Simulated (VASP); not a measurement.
# BN: G0W0 quasiparticle levels with PBE

BN:

```xyz
2
Lattice="0.0000 3.4953 2.1661 1.2516 0.0000 2.1661 1.2516 3.4953 0.0000" Properties=species:S:1:pos:R:3 pbc="T T T"
N     1.2516    3.4953    2.8881
B     1.2516    3.4953    0.0002
```

Measurements of this composition are mostly on another form, of space group No. 194.

```yaml
Program: VASP 6.6.1
Task: G0W0 quasiparticle levels
Functional: PBE
Potentials_or_basis: VASP PAW PBE potentials, release 64 (N_GW, B_GW)
Cutoff: 450 eV
k_mesh: 6 × 6 × 6
Occupations: gaussian, width 0.01 eV
Spin: no spin polarisation
GW_scheme: G0W0
GW_iterations: 1
Cutoff_of_the_response_function: 240
Frequency_points: 50
Empty_bands: 160
Further_INCAR_settings: ALGO = EVGW0; EDIFF = 1e-08; NBANDS = 164
```

```
Band gap on the k mesh, mean-field level : 3.85 eV, indirect (least direct gap 4.56 eV)
Quasiparticle gap                        : 5.53 eV
Least direct quasiparticle gap           : 6.43 eV
```

Levels at points of the mesh, in eV from the valence-band top:
```
           k point  band 2  band 3  band 4  band 5  band 6  band 7
(0.00, 0.00, 0.00)   -4.48   -1.42   -1.42    4.86   11.52   11.58
(0.50, 0.00, 0.00)   -8.99   -4.22   -1.01    4.64    9.82   13.33
(0.50, 0.50, 0.00)   -9.08   -4.21   -0.52    5.78    9.41   12.24
(0.50, 0.00, 0.50)   -6.11   -1.44   -1.41    9.58   11.47   11.54
(0.00, 0.50, 0.50)   -8.90   -4.25   -1.45    3.85    9.90   14.51
```

Wall time 48 min on 1 thread of Intel(R) Xeon(R) Platinum 8175M CPU @ 2.50GHz (Skylake/Cascade Lake), with other jobs on the host, peak memory 0.71 GiB.

Caveat: the k mesh is coarse (spacing up to 0.51 Å⁻¹), so the values aren't converged; bands, screening cutoff and mesh are small and nothing is extrapolated, so the quasiparticle values aren't converged. A k mesh can miss the band edges.
